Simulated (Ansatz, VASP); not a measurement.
**Two plane-wave programs on Mg**

File INCAR:

```
SYSTEM = Mg
PREC     = Accurate       ! precision mode
ENCUT    = 600            ! plane-wave cutoff, eV
EDIFF    = 1E-7           ! SCF threshold, eV
ISMEAR   = 1              ! smearing method
SIGMA    = 0.1            ! smearing width, eV
LREAL    = .False.        ! projectors in reciprocal space
LASPH    = .True.         ! aspherical terms in the spheres
NELM     = 60             ! most SCF steps
ALGO     = Fast           ! electronic algorithm
ISIF     = 3              ! what is computed and relaxed
LWAVE    = .False.        ! write WAVECAR
LCHARG   = .False.        ! write CHGCAR
GGA      = PS             ! functional
IBRION   = 2              ! ionic algorithm
NSW      = 80             ! ionic steps
EDIFFG   = -0.002         ! ionic threshold
```

The input KPOINTS:

```
Automatic mesh
0
Gamma
  21 21 12
  0 0 0
```

File POSCAR:

```
Mg
1.0
    3.2093000000      0.0000000000      0.0000000000
   -1.6046500000      2.7793353284      0.0000000000
    0.0000000000      0.0000000000      5.2103000000
Mg
2
Direct
    0.3333333333      0.6666666667      0.2500000000
    0.6666666667      0.3333333333      0.7500000000
```

Input for Ansatz:

```yaml
crystal:
  lattice:
    - [3.2093, 0.0, 0.0]
    - [-1.60465, 2.7793353284, 0.0]
    - [0.0, 0.0, 5.2103]
  atoms:
    - { symbol: Mg, position: [0.3333333333, 0.6666666667, 0.25] }
    - { symbol: Mg, position: [0.6666666667, 0.3333333333, 0.75] }
scf:
  occupations: { method: methfessel_paxton, width: 0.1 }
output:
  forces: true
  stress: true
  eigenvalues: true
  write_density: true
  write_potential: true
  elf: true
  volumetric_format: npy
kpoints:
  mp_grid: { grid: [21, 21, 12] }
hamiltonian:
  xc: pbesol
relax:
  f_tol: 0.002
  adjacent_minimum: "off"
  cell: { stress_tol: 0.05 }
```

Alike in both runs: task relaxation of cell and atoms; functional PBEsol; k mesh 21 × 21 × 12; occupations methfessel-paxton of order 1, width 0.1 eV; no spin polarisation.

```csv
,VASP,Ansatz
version,VASP 6.6.1,Ansatz 0.2.0
potentials or method,"VASP PAW PBE potentials, release 64 (Mg)","scalar-relativistic, plane waves, PAW"
plane-wave cutoff (eV),600,420
valence electrons in the cell,4,20
```

|  | VASP | Ansatz | Ansatz less VASP |
| --- | --- | --- | --- |
| gap on the k mesh at the Fermi level, each at its own relaxed structure (eV) | none | none | - |
| relaxed volume (Å³/atom) | 22.47 | 22.50 | +0.024 |
| relaxed cell length with the largest relative difference (Å) | 5.153 | 5.156 | +0.0024 |
| energy change over the relaxation (meV/atom) | -3 | -3 | +0.3 |

A gap of «none» marks a metal or a gap that the smearing closes. The two sets of potentials don't hold the same shells in valence.

Caveats: the PAW data sets were made with another functional, which shifts forces and pressure a little (VASP).
